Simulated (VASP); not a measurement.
# VASP 6.6.1 run: NaI

INCAR

```
ISIF = 2
LWAVE = .FALSE.
ENCUT = 520
NSW = 0
NBANDS = 14
IBRION = -1
ISYM = -1
ALGO = VeryFast
LCHARG = .FALSE.
ISMEAR = -1
GGA = PE
PREC = Accurate
LASPH = .TRUE.
NELM = 53
LREAL = .FALSE.
SIGMA = 0.02
EDIFF = 1E-7
```

KPOINTS

```
KPOINTS created by Atomic Simulation Environment
0
Gamma
4 4 4
0 0 0
```

POSCAR

```
Na I
 1.0000000000000000
     0.1138545593000000    3.6570462404000001    3.6570462404000001
     3.6570462404000001    0.1138545593000000    3.6570462404000001
     3.6570462404000001    3.6570462404000001    0.1138545593000000
 Na  I
   1   1
Cartesian
  0.0235405917967054  0.0235405917967054  0.0235405917967054
  1.8334461682282941  1.8334461682282941  1.8334461682282941
```

The recommended PBE PAW datasets give the neutral cell 14 valence electrons.

Command

```
mpirun -np 1 vasp_std
```

Problem. Predict the outcome of this run.

Solution. It converged. Results: gap between bands v and c on the k mesh 3.69 eV; least direct gap on the k mesh 3.69 eV; pressure -0.2 GPa. Band v is the last that the valence electrons fill when counted band by band, and c is the next.

OSZICAR

```
N       E                     dE             d eps       ncg     rms          rms(c)
RMM:   1     0.704313966740E+02    0.70431E+02   -0.43005E+03   896   0.687E+02
RMM:   2    -0.536076678301E+01   -0.75792E+02   -0.14486E+03   896   0.191E+02
RMM:   3    -0.487611290263E+00    0.48732E+01   -0.20147E+02   896   0.968E+01
RMM:   4    -0.435473323483E+01   -0.38671E+01   -0.37638E+01   896   0.566E+01
RMM:   5    -0.525340726830E+01   -0.89867E+00   -0.97144E+00   896   0.278E+01
RMM:   6    -0.537780457779E+01   -0.12440E+00   -0.28119E+00   896   0.162E+01
RMM:   7    -0.539581260181E+01   -0.18008E-01   -0.10378E+00   896   0.971E+00
RMM:   8    -0.539732576643E+01   -0.15132E-02   -0.40937E-01   896   0.606E+00
RMM:   9    -0.539431556692E+01    0.30102E-02   -0.13859E-01  3007   0.389E+00
RMM:  10    -0.539764103363E+01   -0.33255E-02   -0.25468E-02  2695   0.106E+00
RMM:  11    -0.539782884856E+01   -0.18781E-03   -0.27344E-03  3262   0.393E-01
RMM:  12    -0.539785376962E+01   -0.24921E-04   -0.26220E-04  3073   0.952E-02    0.161E+00
RMM:  13    -0.528871322332E+01    0.10914E+00   -0.11020E-01  2924   0.125E+00    0.117E+00
RMM:  14    -0.527943142324E+01    0.92818E-02   -0.10561E-01  2935   0.122E+00    0.697E-01
RMM:  15    -0.528886722509E+01   -0.94358E-02   -0.69076E-03  2478   0.710E-01    0.160E-01
RMM:  16    -0.528886338637E+01    0.38387E-05   -0.59812E-04  2492   0.229E-01    0.872E-02
RMM:  17    -0.528929739943E+01   -0.43401E-03   -0.41287E-04  2283   0.150E-01    0.207E-02
RMM:  18    -0.528940105289E+01   -0.10365E-03   -0.17489E-04  2350   0.824E-02    0.114E-02
RMM:  19    -0.528940542515E+01   -0.43723E-05   -0.15951E-05  2561   0.314E-02    0.979E-03
RMM:  20    -0.528940761654E+01   -0.21914E-05   -0.53141E-06  2257   0.167E-02    0.266E-03
RMM:  21    -0.528940768102E+01   -0.64484E-07   -0.11191E-06  2520   0.990E-03    0.282E-03
RMM:  22    -0.528940776213E+01   -0.81109E-07   -0.23022E-07  2391   0.447E-03
   1 F= -.52894078E+01 E0= -.52894078E+01  d E =-.339609E-11
```

For comparison, a separate PBE run of the intended cell, on usual settings and not on those above, gives a gap of 3.69 eV on its mesh and a pressure of -0.2 GPa.
